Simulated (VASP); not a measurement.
Write the native input for VASP 6.6.1 that does the following.

- Task: relaxation of cell and atoms
- Functional: LDA
- Potentials or basis: VASP PAW LDA potentials, release 64 (Hf_pv)
- Cutoff: 600 eV
- k mesh: 16 × 16 × 16
- Occupations: gaussian, width 0.1 eV
- Spin: no spin polarisation
- Further INCAR settings: ALGO = Normal; EDIFF = 1e-07; IBRION = 2; EDIFFG = -0.005; NSW = 90; ISIF = 3

The structure of Hf lies in POSCAR:

```
Hf
1.0
    0.0000000000      2.2352673600      2.2352673600
    2.2352673600      0.0000000000      2.2352673600
    2.2352673600      2.2352673600      0.0000000000
Hf
1
Direct
    0.0000000000      0.0000000000      0.0000000000
```

This isn't the form of Hf at room conditions, which is hcp.

The input as run:

INCAR

```
SYSTEM = Hf
PREC = Accurate
ENCUT = 600
EDIFF = 1E-7
ISMEAR = 0
SIGMA = 0.1
LREAL = .FALSE.
LASPH = .TRUE.
NELM = 100
ALGO = Normal
ISIF = 3
LWAVE = .FALSE.
LCHARG = .FALSE.
IBRION = 2
NSW = 90
EDIFFG = -0.005
```

KPOINTS

```
Automatic mesh
0
G
  16 16 16
  0 0 0
```

Potentials or basis: VASP PAW LDA potentials, release 64 (Hf_pv).

Run with:

```console
$ cat potpaw_LDA.64/Hf_pv/POTCAR > POTCAR
$ mpirun -np 1 vasp_std > vasp.out
```

It gave:

| Item | Value |
| --- | --- |
| Relaxed volume | 20.73 Å³/atom |
| Relaxed cell | a = 3.083 Å, b = 3.083 Å, c = 3.083 Å, α = 60.00°, β = 60.00°, γ = 60.00° |
| Space group after relaxing (to 0.05 Å) | Fm-3m (No. 225) |
| Energy gained by relaxing | 40.6 meV/atom |
| Ionic steps | 4 |
| Pressure after relaxing | 0.0 GPa |
| Band gap on the k mesh | none (metal or under the smearing width) |

Run time: 66 s on 1 thread of Intel(R) Xeon(R) 6975P-C (Granite Rapids) (shared host), peak memory 0.18 GiB.
